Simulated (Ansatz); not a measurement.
# WS2: the cost of one run

Program: Ansatz 0.2.0. Level of theory: DFT PBEsol, scalar-relativistic, plane waves, PAW. These are calculated values, not measurements.

1 further run of the same task is left out (set aside as unsound or not needed). Runs told in other sessions of the task aren't counted.

### Step 1. Starting point

Symmetry: P-3m1, No. 164, trigonal system. The conventional cell has a = 3.146 Å, b = 3.146 Å, c = 23.571 Å, α = 90.00°, β = 90.00°, γ = 120.00°. Around W (site symmetry 3m) lie 6 S at 2.40 Å. Around S (site symmetry 3m) lie 3 W at 2.40 Å.

Coordinates:

```xyz
6
Lattice="3.1461 0.0000 0.0000 -1.5730 2.7246 0.0000 0.0000 0.0000 23.5710" Properties=species:S:1:pos:R:3 pbc="T T T"
W     0.0000    1.8164   14.9573
W     1.5730    0.9082    8.6136
S     0.0000    1.8164    7.0469
S     1.5730    0.9082   13.3895
S     0.0000    1.8164   10.1815
S     1.5730    0.9082   16.5240
```

It goes back to an entry of the Materials Project, which need not be the stable form.

It is the result of an earlier relaxation at this level (volume 33.67 Å³/atom; gap on the mesh: 1.53 eV).

### Step 2. What is varied

The energy is mapped over two homogeneous strains (x along [1 0 0], y along [1 2 0], z along [0 0 1] of the conventional cell).

First coordinate, equal engineering shear yz, xz and xy: 5 values from −11.0 %. Second coordinate, equal normal strain along x, y and z: 5 values from −5.0 %.

Nothing else is relaxed (fractional coordinates fixed). Energies count from the relaxed crystal. Points are written as (first, second).

### Step 3. The run at (−11.0 %, 2.5 %)

Input file input.yaml:

```yaml
crystal:
  lattice:
    - [3.2247166648, -0.1730335772, -0.1730335771]
    - [-1.7622098059, 2.8792033403, -0.0633346849]
    - [-1.296403015, -1.296403015, 24.1602380064]
  atoms:
    - { symbol: W, position: [0.3333333333, 0.6666666667, 0.6345659624] }
    - { symbol: W, position: [0.6666666667, 0.3333333333, 0.3654340376] }
    - { symbol: S, position: [0.3333333333, 0.6666666667, 0.2989660749] }
    - { symbol: S, position: [0.6666666667, 0.3333333333, 0.5680485953] }
    - { symbol: S, position: [0.3333333333, 0.6666666667, 0.4319514047] }
    - { symbol: S, position: [0.6666666667, 0.3333333333, 0.7010339251] }
basis:
  ecutwfc: 420
kpoints:
  mp_grid: { grid: [12, 12, 2] }
hamiltonian:
  xc: pbesol
  pseudopotentials: { kind: paw, azcp: { folder: soft_1 } }
scf:
  occupations: { method: gaussian, width: 0.05 }
output:
  forces: true
  stress: true
  eigenvalues: true
```

Command:

```console
$ ansatz run input.yaml --threads 2 --pin off --max-ram 4096MiB --backend cpu --events-out ev --progress --plain --runs-dir out
```

What time and memory should one allow on 2 threads of Arm Neoverse N1, shared host?

About 63 s, with a peak of 0.92 GiB.
